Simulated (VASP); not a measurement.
# Ba3SrTi4O12 (I4mm) in VASP: further runs

The runs below take Ba3SrTi4O12 through relaxation of cell and atoms, with r2SCAN.

Everything below comes from runs of VASP 6.6.1. Logs are shortened: lines on timing, memory, paths and dates and some standing lists are left out, and cuts for length are marked.

### 1 The structure

The structure is tetragonal, space group I4mm (No. 107). Conventional cell: a = 7.896 Å, b = 7.896 Å, c = 7.932 Å, α = 90.00°, β = 90.00°, γ = 90.00°. Sr (site symmetry 4mm) is surrounded by 12 O at 2.75 to 2.85 Å. Ba (site symmetry 4mm) is surrounded by 12 O at 2.75 to 2.85 Å. Ba (site symmetry 2mm) has 12 O at 2.75 to 2.85 Å as nearest neighbours. Ti (site symmetry m) is surrounded by 6 O at 1.87 to 2.10 Å. Around O (site symmetry m) lie 2 Ti at 1.87 to 2.10 Å. Around O (site symmetry m) lie 2 Ti at 1.98 Å. Around O (site symmetry m) lie 2 Ti at 1.98 Å.

The cell was built by a generator and needn't be a form met in nature.

### 2 Relaxation of cell and atoms, r2SCAN

INCAR

```
SYSTEM = Ba3SrTi4O12
PREC     = Accurate       ! precision mode
ENCUT    = 600            ! plane-wave cutoff, eV
EDIFF    = 1E-6           ! SCF threshold, eV
ISMEAR   = 0              ! smearing method
SIGMA    = 0.03           ! smearing width, eV
LREAL    = .FALSE.        ! projectors in reciprocal space
LASPH    = .TRUE.         ! aspherical terms in the spheres
NELM     = 80             ! most SCF steps
ALGO     = Normal         ! electronic algorithm
ISIF     = 3              ! what is computed and relaxed
LWAVE    = .FALSE.        ! write WAVECAR
LCHARG   = .FALSE.        ! write CHGCAR
METAGGA  = R2SCAN         ! meta-GGA
LMIXTAU  = .TRUE.       
IBRION   = 2              ! ionic algorithm
NSW      = 90             ! ionic steps
EDIFFG   = -0.01          ! ionic threshold
KPAR     = 4
```

KPOINTS

```
Automatic mesh
0
G
  6 6 6
  0 0 0
```

POSCAR

```
Ba3SrTi4O12
1.0
    3.9479720400      3.9479720400     -3.9659362100
   -3.9479720400      3.9479720400      3.9659362100
    3.9479720400     -3.9479720400      3.9659362100
Sr Ba Ti O
1 3 4 12
Direct
    0.0000000000      0.0000000000      0.0000000000
    0.0000000000      0.5000000000      0.5000000000
    0.5000000000      0.5000000000      0.0000000000
    0.5000000000      0.0000000000      0.5000000000
    0.5000000000      0.4950000000      0.4950000000
    0.5000000000      0.9950000000      0.9950000000
    0.0000000000      0.9950000000      0.4950000000
    0.0000000000      0.4950000000      0.9950000000
    0.5000000000      0.2595000000      0.2595000000
    0.5000000000      0.7595000000      0.7595000000
    0.0000000000      0.7595000000      0.2595000000
    0.0000000000      0.2595000000      0.7595000000
    0.2500000000      0.2585000000      0.5085000000
    0.2500000000      0.7585000000      0.0085000000
    0.7500000000      0.7585000000      0.5085000000
    0.7500000000      0.2585000000      0.0085000000
    0.2500000000      0.5085000000      0.2585000000
    0.2500000000      0.0085000000      0.7585000000
    0.7500000000      0.0085000000      0.2585000000
    0.7500000000      0.5085000000      0.7585000000
```

Potentials or basis: VASP PAW PBE potentials, release 64 (Sr_sv, Ba_sv, Ti_sv, O).

On the command line:

```console
$ cat potpaw_PBE.64/Sr_sv/POTCAR potpaw_PBE.64/Ba_sv/POTCAR potpaw_PBE.64/Ti_sv/POTCAR potpaw_PBE.64/O/POTCAR > POTCAR
$ mpirun -np 4 vasp_std > vasp.out
```

OUTCAR:

```text
SYSTEM = Ba3SrTi4O12
   PREC = Accurate
   ENCUT = 600
   EDIFF = 1E-6
   ISMEAR = 0
   LREAL = .FALSE.
   LASPH = .TRUE.
   NELM = 80
   ISIF = 3
   METAGGA = R2SCAN
   IBRION = 2
   NSW = 90
   EDIFFG = -0.01

 ion  position               nearest neighbor table
   1  0.000  0.000  0.000-  14 2.75  15 2.75  18 2.75  20 2.75  11 2.79  12 2.79   9 2.79  10 2.79
                            13 2.85  19 2.85  17 2.85  16 2.85   7 3.40   8 3.40   6 3.40   5 3.40
   2  0.000  0.500  0.500-  13 2.75  16 2.75  17 2.75  19 2.75  11 2.79  12 2.79  10 2.79   9 2.79
                            14 2.85  15 2.85  20 2.85  18 2.85   7 3.40   8 3.40   5 3.40   6 3.40
   3  0.500  0.500  0.000-  16 2.75  13 2.75  18 2.75  20 2.75  10 2.79  11 2.79   9 2.79  12 2.79
                            17 2.85  15 2.85  14 2.85  19 2.85   6 3.40   7 3.40   8 3.40   5 3.40
   4  0.500  0.000  0.500-  15 2.75  14 2.75  17 2.75  19 2.75  10 2.79  12 2.79   9 2.79  11 2.79
                            13 2.85  18 2.85  16 2.85  20 2.85   6 3.40   8 3.40   7 3.40   5 3.40
   5  0.500  0.495  0.495-   9 1.87  13 1.98  15 1.98  17 1.98  20 1.98  10 2.10   2 3.40   3 3.40
                             4 3.40   1 3.40   4 3.45   3 3.45   1 3.45   2 3.45
   6  0.500  0.995  0.995-  10 1.87  14 1.98  16 1.98  18 1.98  19 1.98   9 2.10   1 3.40   3 3.40
                             4 3.40   2 3.40   3 3.45   4 3.45   1 3.45   2 3.45
   7  0.000  0.995  0.495-  11 1.87  13 1.98  15 1.98  18 1.98  19 1.98  12 2.10   1 3.40   2 3.40
                             4 3.40   3 3.40   2 3.45   1 3.45   3 3.45   4 3.45
   8  0.000  0.495  0.995-  12 1.87  14 1.98  16 1.98  17 1.98  20 1.98  11 2.10   1 3.40   2 3.40
                             3 3.40   4 3.40   1 3.45   2 3.45   3 3.45   4 3.45
   9  0.500  0.260  0.260-   5 1.87   6 2.10   4 2.79   2 2.79   3 2.79   1 2.79
  10  0.500  0.760  0.760-   6 1.87   5 2.10   4 2.79   1 2.79   3 2.79   2 2.79
  11  0.000  0.760  0.260-   7 1.87   8 2.10   4 2.79   1 2.79   2 2.79   3 2.79
  12  0.000  0.260  0.760-   8 1.87   7 2.10   3 2.79   1 2.79   2 2.79   4 2.79
  13  0.250  0.258  0.508-   5 1.98   7 1.98   2 2.75   3 2.75   4 2.85   1 2.85
  14  0.250  0.758  0.008-   6 1.98   8 1.98   1 2.75   4 2.75   3 2.85   2 2.85
  15  0.750  0.758  0.508-   5 1.98   7 1.98   4 2.75   1 2.75   2 2.85   3 2.85
  16  0.750  0.258  0.008-   6 1.98   8 1.98   3 2.75   2 2.75   1 2.85   4 2.85
  17  0.250  0.508  0.258-   5 1.98   8 1.98   2 2.75   4 2.75   3 2.85   1 2.85
  18  0.250  0.008  0.758-   6 1.98   7 1.98   1 2.75   3 2.75   4 2.85   2 2.85
  19  0.750  0.008  0.258-   6 1.98   7 1.98   2 2.75   4 2.75   1 2.85   3 2.85
  20  0.750  0.508  0.758-   5 1.98   8 1.98   1 2.75   3 2.75   2 2.85   4 2.85

  LATTYP: Found a body centered tetragonal cell.
 ALAT       =     7.8959440800
 C/A-ratio  =     1.0045502273

  Lattice vectors:

 A1 = (   3.9479720400,  -3.9479720400,  -3.9659362100)
 A2 = (  -3.9479720400,   3.9479720400,  -3.9659362100)
 A3 = (   3.9479720400,   3.9479720400,   3.9659362100)

Analysis of symmetry for initial positions (statically):
=====================================================================
 Subroutine PRICEL returns:
 Original cell was already a primitive cell.

 Routine SETGRP: Setting up the symmetry group for a
 body centered tetragonal supercell.

 Subroutine GETGRP returns: Found  8 space group operations
 (whereof  8 operations were pure point group operations)
 out of a pool of 16 trial point group operations.

The static configuration has the point symmetry C_4v.

Analysis of symmetry for dynamics (positions and initial velocities):
=====================================================================
 Subroutine PRICEL returns:
 Original cell was already a primitive cell.

 Routine SETGRP: Setting up the symmetry group for a
 body centered tetragonal supercell.

 Subroutine GETGRP returns: Found  8 space group operations
 (whereof  8 operations were pure point group operations)
 out of a pool of 16 trial point group operations.

[... 43 lines left out ...]
  volume/ion in A,a.u.               =      12.36        83.43
  Fermi-wavevector in a.u.,A,eV,Ry     =   1.416001  2.675854 27.280479  2.005059
  Thomas-Fermi vector in A             =   2.537381
   LORBIT       =      0    0 simple, 1 ext, 2 COOP (PROOUT), +10 PAW based schemes
   METAGGA = R2SCAN    functional components
   LHFCALC =     F    Hartree Fock is set to
   AEXX    =    0.0000 exact exchange contribution
   IVDW    =     0    specifies the selected vdW correction
   LEPSILON=     F    determine dielectric tensor
   LRPA    =     F    only Hartree local field effects (RPA)
 conjugate gradient relaxation of ions
 non-spin polarized calculation
 Gauss-broadening in eV      SIGMA  =   0.03
  energy-cutoff  :      600.00
  volume of cell :      247.26
 maximum number of plane-waves:      8279
   NGX = 27   NGY = 27   NGZ = 27

--------------------------------------- Ionic step        1  -------------------------------------------

 number of electron     160.0000026 magnetization

 Free energy of the ion-electron system (eV)
  ---------------------------------------------------
  ext. energy  EPLUGINS =         0.00000000
  ---------------------------------------------------
  free energy    TOTEN  =      -285.84676831 eV

  energy without entropy =     -285.84676831  energy(sigma->0) =     -285.84676831

------------------------ aborting loop because EDIFF is reached ----------------------------------------

  FORCE on cell =-STRESS in cart. coord.  units (eV):
  Direction    XX          YY          ZZ          XY          YZ          ZX
  --------------------------------------------------------------------------------------
  -------------------------------------------------------------------------------------
  Total        7.8047631      7.8047631      9.5236727      0.0000000      0.0000000      0.0000000
  in kB       50.5727364     50.5727364     61.7108019      0.0000000      0.0000000      0.0000000
  external PRESSURE =      54.2854249 kB  Pullay stress =       0.0000000 kB
[... 143 lines left out ...]
  FREE ENERGIE OF THE ION-ELECTRON SYSTEM (eV)
  ---------------------------------------------------
  free  energy   TOTEN  =      -285.9918497881 eV

  energy  without entropy=     -285.9918497881  energy(sigma->0) =     -285.99184979

[... ionic steps 4 to 22 ...]

--------------------------------------- Ionic step       23  -------------------------------------------

 number of electron     160.0000015 magnetization

------------------------ aborting loop because EDIFF is reached ----------------------------------------
[... 103 lines left out ...]
--------------------------------------- Ionic step       25  -------------------------------------------

 number of electron     160.0000016 magnetization

 Free energy of the ion-electron system (eV)
  ---------------------------------------------------
  ext. energy  EPLUGINS =         0.00000000
  ---------------------------------------------------
  free energy    TOTEN  =      -286.03299549 eV

  energy without entropy =     -286.03299549  energy(sigma->0) =     -286.03299549

 E-fermi :   3.7996     XC(G=0): -11.8222

 val. band max:        3.5792179460   @ k =   0.5000   0.5000   0.5000
 cond. band min:       5.7778999922   @ k =   0.0000   0.0000   0.0000
 fundamental gap:      2.1986820462
 Fermi energy:         3.7996469906

 k-point     1 :       0.0000    0.0000    0.0000
  band No.  band energies     occupation
      1     -55.2380      2.00000
      2     -55.2358      2.00000
      3     -55.2358      2.00000
      4     -55.2355      2.00000
      5     -30.5130      2.00000
      6     -30.5130      2.00000
[... 2269 lines left out ...]
     91       7.7411      0.00000
     92       7.9397      0.00000

 [... further k-points ...]

 [bands above 92 left out]

------------------------ aborting loop because EDIFF is reached ----------------------------------------

  FORCE on cell =-STRESS in cart. coord.  units (eV):
  Direction    XX          YY          ZZ          XY          YZ          ZX
  --------------------------------------------------------------------------------------
  -------------------------------------------------------------------------------------
  Total       -0.0281612     -0.0281612      0.0027985      0.0000000      0.0000000      0.0000000
  in kB       -0.1763600     -0.1763600      0.0175257      0.0000000      0.0000000      0.0000000
  external PRESSURE =      -0.1117314 kB  Pullay stress =       0.0000000 kB
[... 35 lines left out ...]
  FREE ENERGIE OF THE ION-ELECTRON SYSTEM (eV)
  ---------------------------------------------------
  free  energy   TOTEN  =      -286.0329954862 eV

  energy  without entropy=     -286.0329954862  energy(sigma->0) =     -286.03299549

 reached required accuracy - stopping structural energy minimisation
```

Wall time 2.5 h (4 MPI ranks of Intel Xeon 6975P-C (Granite Rapids), shared host); peak memory 1 GiB.

Results:

```yaml
Free_energy: -286.0330 eV
Relaxed_volume: 12.79 Å³/atom
Relaxed_cell: a = 6.927 Å, b = 6.927 Å, c = 6.927 Å, α = 108.31°, β = 110.06°, γ = 110.06°
Space_group_after_relaxing_to_0.05_Å: I4mm (No. 107)
Energy_gained_by_relaxing: 9.3 meV/atom
Ionic_steps: 25
Pressure_after_relaxing: 0.0 GPa
Largest_force_after_relaxing: 0.006 eV/Å
Band_gap_on_the_k_mesh: 2.20 eV, indirect (least direct gap 2.28 eV)
```

Forces on the atoms (eV/Å):
```
Sr   0.000  0.000 -0.002
Ba   0.000  0.000  0.006
Ba   0.000  0.000  0.001
Ba   0.000  0.000  0.001
Ti   0.003  0.003  0.000
Ti  -0.003 -0.003  0.000
Ti   0.003 -0.003  0.000
Ti  -0.003  0.003  0.000
O   -0.002 -0.002  0.001
O    0.002  0.002  0.001
O   -0.002  0.002  0.001
O    0.002 -0.002  0.001
O   -0.001  0.000  0.002
O    0.003  0.000 -0.005
O   -0.003  0.000 -0.005
O    0.001  0.000  0.002
O    0.000 -0.001  0.002
O    0.000  0.003 -0.005
O    0.000  0.001  0.002
O    0.000 -0.003 -0.005
```

Step by step:
| step | energy change (eV) | largest force (eV/Å) | pressure (GPa) | volume (Å³) |
| --- | --- | --- | --- | --- |
| 1 | 0.0000 | 0.3860 | 5.43 | 247.26 |
| 2 | -0.0152 | 0.3946 | -5.42 | 262.55 |
| 3 | -0.1451 | 0.2940 | -0.46 | 254.94 |
| 4 | -0.1706 | 0.1247 | -0.17 | 254.73 |
| 5 | -0.1757 | 0.0687 | 0.05 | 254.59 |
| 6 | -0.1781 | 0.0611 | 0.03 | 254.73 |
| 7 | -0.1800 | 0.0819 | 0.00 | 254.92 |
| 8 | -0.1799 | 0.1249 | -0.04 | 255.28 |
| 9 | -0.1807 | 0.1000 | -0.03 | 255.08 |
| 10 | -0.1822 | 0.0850 | 0.04 | 255.14 |
| 11 | -0.1834 | 0.0767 | 0.15 | 255.22 |
| 12 | -0.1835 | 0.0938 | 0.21 | 255.25 |
| 13 | -0.1846 | 0.0684 | 0.00 | 255.69 |
| 14 | -0.1849 | 0.0489 | -0.18 | 256.07 |
| 15 | -0.1856 | 0.0436 | -0.04 | 255.90 |
| 16 | -0.1857 | 0.0385 | 0.09 | 255.74 |
| 17 | -0.1857 | 0.0398 | 0.05 | 255.79 |
| 18 | -0.1859 | 0.0166 | 0.00 | 255.86 |
| 19 | -0.1859 | 0.0172 | -0.03 | 255.88 |
| 20 | -0.1859 | 0.0145 | -0.03 | 255.87 |
| 21 | -0.1861 | 0.0136 | 0.00 | 255.82 |
| 22 | -0.1861 | 0.0141 | 0.04 | 255.77 |
| 23 | -0.1862 | 0.0129 | -0.03 | 255.86 |
| 24 | -0.1862 | 0.0131 | -0.02 | 255.86 |
| 25 | -0.1862 | 0.0059 | -0.01 | 255.84 |

Final structure:
```
Sr Ba Ti O
1.0
     3.97064    3.97064   -4.05678
    -3.97064    3.97064    4.05678
     3.97064   -3.97064    4.05678
Sr Ba Ti O
1 3 4 12
Direct
  0.00000 0.99310 0.99310
  0.00000 0.50046 0.50046
  0.50000 0.50004 0.00004
  0.50000 0.00004 0.50004
  0.49869 0.49132 0.49132
  0.50131 0.99263 0.99263
  0.00000 0.99263 0.49132
  0.00000 0.49132 0.99263
  0.49392 0.26072 0.26072
  0.50608 0.76681 0.76681
  0.00000 0.76681 0.26072
  0.00000 0.26072 0.76681
  0.24900 0.25756 0.50656
  0.24742 0.75979 0.00722
  0.75258 0.75979 0.51237
  0.75100 0.25756 0.00857
  0.24900 0.50656 0.25756
  0.24742 0.00722 0.75979
  0.75100 0.00857 0.25756
  0.75258 0.51237 0.75979
```

Caveat: the PAW data sets were made with another functional, which shifts forces and pressure a little; spin-orbit coupling is left out, which moves the levels of the heavy elements. r2SCAN opens gaps a little over a GGA but as a rule still falls short of measured ones.

### 3 Relaxation of cell and atoms, r2SCAN

This run uses another cell than the first one, of 12.79 Å³/atom, 1.035 times its volume.

INCAR: that of step 2 with these lines changed.

```diff
@@ -3,3 +3,3 @@
 ENCUT    = 600            ! plane-wave cutoff, eV
-EDIFF    = 1E-6           ! SCF threshold, eV
+EDIFF    = 1E-7           ! SCF threshold, eV
 ISMEAR   = 0              ! smearing method
@@ -17,3 +17,3 @@
 NSW      = 90             ! ionic steps
-EDIFFG   = -0.01          ! ionic threshold
+EDIFFG   = -0.005         ! ionic threshold
 KPAR     = 4
```

KPOINTS is that of step 2.

POSCAR

```
Ba3SrTi4O12                             
1.0
    3.9706390320      3.9706390320     -4.0567786961
   -3.9706390320      3.9706390320      4.0567786961
    3.9706390320     -3.9706390320      4.0567786961
  Sr              Ba              Ti              O             
     1     3     4    12
Direct
     0.0000000000000000    0.9930997848907840    0.9930997848907840
     0.0000000000000000    0.5004618988189202    0.5004618988189202
     0.5000000000000000    0.5000353233480958    0.0000353233480956
     0.5000000000000000    0.0000353233480956    0.5000353233480958
     0.4986933294255861    0.4913190989707711    0.4913190989707711
     0.5013066705744142    0.9926257695451852    0.9926257695451852
     0.0000000000000000    0.9926257695451852    0.4913190989707711
     0.0000000000000000    0.4913190989707711    0.9926257695451852
     0.4939159852471230    0.2607247808809599    0.2607247808809599
     0.5060840147528768    0.7668087956338367    0.7668087956338367
     0.0000000000000000    0.7668087956338367    0.2607247808809599
     1.0000000000000000    0.2607247808809599    0.7668087956338367
     0.2489955955113103    0.2575616584450580    0.5065572539563684
     0.2474248809084306    0.7597910364380883    0.0072159173465185
     0.7525751190915696    0.7597910364380883    0.5123661555296575
     0.7510044044886897    0.2575616584450580    0.0085660629337476
     0.2489955955113103    0.5065572539563684    0.2575616584450580
     0.2474248809084306    0.0072159173465185    0.7597910364380883
     0.7510044044886897    0.0085660629337476    0.2575616584450580
     0.7525751190915696    0.5123661555296575    0.7597910364380883
```

Potentials or basis: VASP PAW PBE potentials, release 64 (Sr_sv, Ba_sv, Ti_sv, O).

On the command line:

```console
$ cat potpaw_PBE.64/Sr_sv/POTCAR potpaw_PBE.64/Ba_sv/POTCAR potpaw_PBE.64/Ti_sv/POTCAR potpaw_PBE.64/O/POTCAR > POTCAR
$ mpirun -np 4 vasp_std > vasp.out
```

Wall time 27 min (4 MPI ranks of Intel Xeon 6975P-C (Granite Rapids), shared host); peak memory 1 GiB.

Results (log left out):

| Item | Value |
| --- | --- |
| Free energy | -286.0515 eV |
| Relaxed volume | 12.79 Å³/atom |
| Relaxed cell | a = 6.927 Å, b = 6.927 Å, c = 6.927 Å, α = 108.31°, β = 110.06°, γ = 110.06° |
| Space group after relaxing (to 0.05 Å) | I4mm (No. 107) |
| Energy gained by relaxing | 0.0 meV/atom |
| Ionic steps | 3 |
| Pressure after relaxing | 0.0 GPa |
| Largest force after relaxing | 0.004 eV/Å |
| Band gap on the k mesh | 2.20 eV, indirect (least direct gap 2.28 eV) |

Forces in eV/Å, atoms in the order of the input:
```
Sr   0.000  0.000  0.001
Ba   0.000  0.000  0.003
Ba   0.000  0.000  0.001
Ba   0.000  0.000  0.001
Ti   0.000  0.000  0.002
Ti   0.000  0.000  0.002
Ti   0.000  0.000  0.002
Ti   0.000  0.000  0.002
O   -0.002 -0.002 -0.002
O    0.002  0.002 -0.002
O   -0.002  0.002 -0.002
O    0.002 -0.002 -0.002
O   -0.001  0.000  0.002
O    0.001  0.000 -0.003
O   -0.001  0.000 -0.003
O    0.001  0.000  0.002
O    0.000 -0.001  0.002
O    0.000  0.001 -0.003
O    0.000  0.001  0.002
O    0.000 -0.001 -0.003
```

Final structure:
```
Sr Ba Ti O
1.0
     3.97026    3.97026   -4.05642
    -3.97026    3.97026    4.05642
     3.97026   -3.97026    4.05642
Sr Ba Ti O
1 3 4 12
Direct
  0.00000 0.99309 0.99309
  0.00000 0.50048 0.50048
  0.50000 0.50004 0.00004
  0.50000 0.00004 0.50004
  0.49871 0.49133 0.49133
  0.50129 0.99261 0.99261
  0.00000 0.99261 0.49133
  0.00000 0.49133 0.99261
  0.49390 0.26073 0.26073
  0.50610 0.76682 0.76682
  0.00000 0.76682 0.26073
  0.00000 0.26073 0.76682
  0.24899 0.25757 0.50656
  0.24743 0.75978 0.00721
  0.75257 0.75978 0.51234
  0.75101 0.25757 0.00858
  0.24899 0.50656 0.25757
  0.24743 0.00721 0.75978
  0.75101 0.00858 0.25757
  0.75257 0.51234 0.75978
```

Levels at points of the mesh, in eV from the valence-band top:
```tsv
k point	band 76	band 77	band 78	band 79	band 80	band 81	band 82	band 83	band 84	band 85
(0.00, 0.00, 0.00)	-0.46	-0.46	-0.30	-0.28	-0.08	2.20	2.53	2.53	3.92	3.93
(0.50, 0.00, 0.00)	-0.79	-0.67	-0.65	-0.64	-0.54	3.05	3.08	3.27	3.30	3.51
(0.00, 0.50, 0.00)	-0.78	-0.75	-0.68	-0.58	-0.54	3.11	3.17	3.29	3.33	3.48
(0.50, 0.50, 0.50)	-0.76	-0.76	-0.21	-0.21	0.00	2.34	2.64	2.67	3.89	3.89
```

Caveat: the PAW data sets were made with another functional, which shifts forces and pressure a little; spin-orbit coupling is left out, which moves the levels of the heavy elements.
